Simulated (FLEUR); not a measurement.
## C under changes of volume

One of the cells (5.672 Å³/atom); the others are scaled copies at fixed shape and fractional positions:

```
CELL_PARAMETERS angstrom
2.52210 0.00000 0.00000
-1.26105 2.18420 0.00000
0.00000 0.00000 12.35570
ATOMIC_POSITIONS crystal
C 0.66667 0.33333 0.35417
C 0.33333 0.66667 0.85417
C 0.66667 0.33333 0.14583
C 0.33333 0.66667 0.64583
C 0.66667 0.33333 0.47917
C 0.33333 0.66667 0.97917
C 0.66667 0.33333 0.02083
C 0.33333 0.66667 0.52083
C 0.00000 0.00000 0.81250
C 0.00000 0.00000 0.31250
C 0.00000 0.00000 0.68750
C 0.00000 0.00000 0.18750
```

This is a hexagonal form of diamond, not graphite.

- Program: FLEUR MaX-R8.1 (patched build s14)
- Functional: LDA (von Barth-Hedin)
- Potentials or basis: all-electron
- Basis: FLAPW
- Kmax: 5.19 1/bohr
- k mesh: 12 × 12 × 3
- Occupations: fermi-dirac, width 0.05 eV
- Spin: no spin polarisation

```tsv
volume (Å³/atom)	energy over the lowest point (meV/atom)	gap on the mesh (eV)
5.332	9.59	4.53
5.445	0.00	4.48
5.672	2.38	4.36
5.899	?	?
6.012	50.96	4.20
```

Task: What does the run at 5.899 Å³/atom give?

Result: Energy over the lowest point 29.49 meV/atom; gap on the mesh 4.25 eV.

Worked out: A Birch-Murnaghan fit of order 2 (a polynomial in V^(-2/3)) to the other rows has its minimum at 5.54 Å³/atom with B0 = V·E''(V) = 479 GPa at fixed shape and positions, which overstates the stiffness. It gives 29.63 meV/atom at 5.899 Å³/atom, against the run's 29.49. A straight line through the other rows of the gap, of slope -2.78 eV per unit of ln V, gives 4.25 eV, against the run's 4.25.

Energies are extrapolated to zero smearing.

Caveats: an odd mesh through Γ misses points on the zone boundary, where band edges often lie.
